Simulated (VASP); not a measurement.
Here is a VASP 6.6.1 calculation.

Contents of INCAR:

```
SYSTEM = GaAs
ALGO = Fast
EDIFF = 1E-6
EDIFFG = -0.005
ENCUT = 520
GGA = PS
IBRION = 2
ISIF = 3
ISMEAR = 0
LASPH = .True.
LCHARG = .False.
LREAL = .False.
LWAVE = .False.
NELM = 60
NSW = 40
PREC = Accurate
SIGMA = 0.03
```

KPOINTS

```
k-points
0
Gamma
  8 8 8
  0 0 0
```

Contents of POSCAR:

```
GaAs
1.0
    0.0000000000      2.8265000000      2.8265000000
    2.8265000000      0.0000000000      2.8265000000
    2.8265000000      2.8265000000      0.0000000000
Ga As
1 1
Direct
    0.0000000000      0.0000000000      0.0000000000
    0.2500000000      0.2500000000      0.2500000000
```

Potentials or basis: VASP PAW PBE potentials, release 64 (Ga_d, As).

Run with:

```sh
$ cat potpaw_PBE.64/Ga_d/POTCAR potpaw_PBE.64/As/POTCAR > POTCAR
$ mpirun -np 1 vasp_std > vasp.out
```

(1) Estimate the relaxed volume.

(2) Predict the space group after relaxing (to 0.05 Å).

(3) What does it give for the relaxed cell?

## Answers

(1) 22.70 Å³/atom.

(2) F-43m (No. 216).

(3) a = 4.004 Å, b = 4.004 Å, c = 4.004 Å, α = 60.00°, β = 60.00°, γ = 60.00°.

Caveat: the PAW data sets were made with another functional, which shifts forces and pressure a little.
